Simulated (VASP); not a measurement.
A run of VASP 6.6.1 is set up as follows.

The input INCAR:

```
ALGO = Fast
EDIFF = 1E-6
ENCUT = 520
GGA = RE
ISIF = 2
ISMEAR = -1
LASPH = True
LCHARG = True
LELF = True
LREAL = False
LVHAR = True
LWAVE = False
NBANDS = 13
NELM = 60
PREC = Accurate
SIGMA = 0.1
```

The input KPOINTS:

```
k-points
0
Gamma
  13 13 13
```

File POSCAR:

```
Ge
1.0
    2.6552059299      0.0000000000      0.0000000000
    0.0000000000      2.6552059299      0.0000000000
    0.0000000000      0.0000000000      2.6552059299
Ge
1
Direct
    0.0000000000      0.0000000000      0.0000000000
```

Potentials or basis: VASP PAW PBE potentials, release 64 (Ge_d).

The run is started by

```bash
$ cat potpaw_PBE.64/Ge_d/POTCAR > POTCAR
$ mpirun -np 1 vasp_std > vasp.out
```

Task: Predict the band gap on the k mesh.

Result: None (metal or under the smearing width).

Task: Estimate the pressure.

Result: 7.2 GPa.

Caveat: the PAW data sets were made with another functional, which shifts forces and pressure a little.
